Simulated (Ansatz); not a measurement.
Pb under changes of volume

One of the cells (40.672 Å³/atom); the others are scaled copies at fixed shape and fractional positions:

```
Pb
1.0
     0.00000    3.43900    3.43900
     3.43900    0.00000    3.43900
     3.43900    3.43900    0.00000
Pb
2
Cartesian
  1.7195 1.7195 1.7195
  0.0000 0.0000 0.0000
```

This isn't the form of Pb at room conditions, which is fcc.

* Program: Ansatz 0.2.0
* Functional: LDA
* Potentials or basis: all-electron LAPW, scalar-relativistic
* Cutoff: 231 eV (chosen from the basis error)
* Basis error allowed: 0.001 eV/atom
* k mesh: 7 × 7 × 7
* Occupations: fermi-dirac, width 0.05 eV
* Spin: no spin polarisation

| volume (Å³/atom) | energy over the lowest point (meV/atom) | pressure (GPa) |
| --- | --- | --- |
| 38.232 | ? | ? |
| 39.045 | 1.54 | 0.7 |
| 39.859 | 0.00 | -0.1 |
| 40.672 | 1.95 | -0.7 |
| 41.486 | 7.00 | -1.3 |
| 42.299 | 14.80 | -1.8 |
| 43.112 | 25.03 | -2.2 |

Q: What does the run at 38.232 Å³/atom give?

A: Energy over the lowest point 6.99 meV/atom; pressure 1.5 GPa.

Worked out: A Birch-Murnaghan fit of order 3 (a polynomial in V^(-2/3)) to the other rows has its minimum at 39.80 Å³/atom with B0 = V·E''(V) = 34 GPa and B' = 4.8. It gives 7.01 meV/atom at 38.232 Å³/atom, against the run's 6.99, and -dE/dV = 1.5 GPa, against 1.5.

Energies are extrapolated to zero smearing.
